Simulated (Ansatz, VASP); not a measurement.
## One calculation of BN, two programs

File INCAR:

```
SYSTEM = BN
PREC = Accurate ; ENCUT = 520
EDIFF = 1E-6 ; ISMEAR = 0
SIGMA = 0.05 ; LREAL = .False.
LASPH = .True. ; NELM = 100
ALGO = Normal ; ISIF = 2
LWAVE = .False. ; LCHARG = .False.
GGA = PE ; NBANDS = 16
```

KPOINTS

```
regular mesh
0
Gamma
  6 6 6
  0 0 0
```

The input POSCAR:

```
BN
1.0
    0.0000000000     -1.8123937734     -1.7882889362
   -1.7882889362      0.0000000000     -1.7882889362
    1.7882889362      1.8123937734     -3.5765778724
B N
2 2
Direct
   -0.0031987340      0.0142621553      0.0000000000
    0.5031987340      0.4857378447      0.5000000000
    0.3717265265      0.3895953952      0.8750000000
    0.8782734735      0.8604046048      0.3750000000
```

Input for Ansatz:

```yaml
crystal:
  lattice:
    - [0.0, -1.8123937734, -1.7882889362]
    - [-1.7882889362, 0.0, -1.7882889362]
    - [1.7882889362, 1.8123937734, -3.5765778724]
  atoms:
    - { symbol: B, position: [-0.003198734, 0.0142621553, 0.0] }
    - { symbol: B, position: [0.503198734, 0.4857378447, 0.5] }
    - { symbol: "N", position: [0.3717265265, 0.3895953952, 0.875] }
    - { symbol: "N", position: [0.8782734735, 0.8604046048, 0.375] }
basis:
  ecutwfc: 520.0
kpoints:
  mp_grid: { grid: [6, 6, 6] }
hamiltonian:
  xc: pbe
scf:
  occupations: { method: gaussian, width: 0.05 }
output:
  forces: true
  stress: true
  eigenvalues: true
```

Change from the starting cell: mode 4 frozen in at -0.034 Å, equal normal strain along x and y -0.0133.

Alike in both runs: task single point; functional PBE; k mesh 6 × 6 × 6; occupations gaussian, width 0.05 eV; no spin polarisation.

|  | VASP | Ansatz |
| --- | --- | --- |
| version | VASP 6.6.1 | Ansatz 0.2.0 |
| potentials or method | VASP PAW PBE potentials, release 64 (B, N) | scalar-relativistic, plane waves, PAW |
| plane-wave cutoff (eV) | 520 | 520 |
| valence electrons in the cell | 16 | 16 |

|  | VASP | Ansatz | Ansatz less VASP |
| --- | --- | --- | --- |
| gap on the k mesh at the Fermi level (eV) | 4.35 | 4.36 | +0.012 |
| least direct gap on the mesh (eV) | 6.26 | 6.27 | +0.014 |
| pressure (GPa) | 10.7 | 10.4 | -0.29 |
| largest component of the traceless stress (GPa) | 5.44 | 5.43 | -0.003 |
| rms of the force components (eV/Å) | 0.205 | 0.205 | +0.0003 |

Atom by atom the forces differ by 0.000 eV/Å (rms over components).

Caveats: the k mesh is coarse (spacing up to 0.48 Å⁻¹), so the values aren't converged. A k mesh can miss the band edges.
